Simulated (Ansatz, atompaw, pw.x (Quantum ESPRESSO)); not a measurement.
# Equation-of-state test of one PAW (atompaw) potential (Te (Z = 52))

atompaw 4.2.0.5 input, output lines left out:

```
Te 52
GGA-PBE scalarrelativistic loggrid 1500 logderivrange -3 5 201
5 5 4 0 0 0
5 1 4
0 0 0
c
c
c
c
v
c
c
c
v
c
c
1
2.05 1.85 2.05 1.95
y
-0.65
n
y
0.5
n
custom polynom gramschmidtortho sinc
bessel
2.05
2.05
1.85
1.85
```

Crystal test: bcc Te in pw.x 7.5, no spin, 12³ k-points, Fermi–Dirac smearing 0.01 Ry, cutoffs 45/450 Ry. The reference is all-electron LAPW (Ansatz 0.2.0) with the same functional, mesh and smearing; V0 and B0 come from Birch–Murnaghan fits to the pressures at five volumes. Errors are pseudo minus all-electron; Δ is the rms difference of the E(V) curves that follow from these fits, minima aligned, over ±6 % about the mean V0. Mesh and smearing are coarse, so the numbers serve the comparison and aren't converged zero-temperature values; the lattice is a test structure that the element need not adopt.

All-electron: a0 = 3.846 Å (V0 = 28.45 Å³/atom), B0 = 53.4 GPa.

**Question.** How far does the potential miss the all-electron equation of state?

**Answer.** mean pressure error (GPa): -10.54. The pressure does not cross zero within the volumes sampled, so no fit is given. This is a poor potential for the solid.

```tsv
V (Å³/atom)	P all-electron (GPa)	P pseudo (GPa)
26.952	3.29	-9.26
27.662	1.60	-9.84
28.371	0.14	-10.30
29.080	-1.11	-10.65
29.790	-2.19	-10.92
```

**Question.** At the middle volume, how do free energy and pressure move when the wave cutoff is lowered (ecutrho held at 450 Ry)?

**Answer.**

```json
{"cutoff (Ry)": "20", "shift of F (meV/atom)": "+49.9", "shift of P (GPa)": "-1.41"}
{"cutoff (Ry)": "27", "shift of F (meV/atom)": "+14.3", "shift of P (GPa)": "-0.05"}
{"cutoff (Ry)": "36", "shift of F (meV/atom)": "+4.7", "shift of P (GPa)": "-0.13"}
```

The run at the middle volume (72 k-points, 7 iterations) took about 6.5 s on one core of a shared host (Intel(R) Xeon(R) 6975P-C, 192 threads, 756 GiB, load 103).
